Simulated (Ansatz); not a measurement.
BaF2:
```yaml
crystal:
  lattice:
    - [0.00000, 3.06890, 3.06890]
    - [3.06890, 0.00000, 3.06890]
    - [3.06890, 3.06890, 0.00000]
  atoms:
    - { symbol: Ba, position: [0.00000, 0.00000, 0.00000] }
    - { symbol: F, position: [0.25000, 0.25000, 0.25000] }
    - { symbol: F, position: [0.75000, 0.75000, 0.75000] }
```

Relaxed with PBEsol.

### Question
Decompose the optical modes at the zone centre into irreducible representations, and say which are infrared and Raman allowed.

### Answer
Point group m-3m: Γ_opt = T1u + T2g. Infrared: T1u. Raman: T2g.

### Question
Assign frequencies (DFPT, DFT-PBEsol in the program Ansatz with PAW potentials; without the LO–TO term).

### Answer
T1u 180, T2g 241 cm⁻¹.

Space group Fm-3m (fluorite). Symmetry was held in the PBEsol relaxation; of distortions, only those at the zone centre were tested. Scalar-relativistic: spin–orbit coupling is off unless named, which matters more the heavier the elements.

Potentials: the later of the program's two PAW sets.
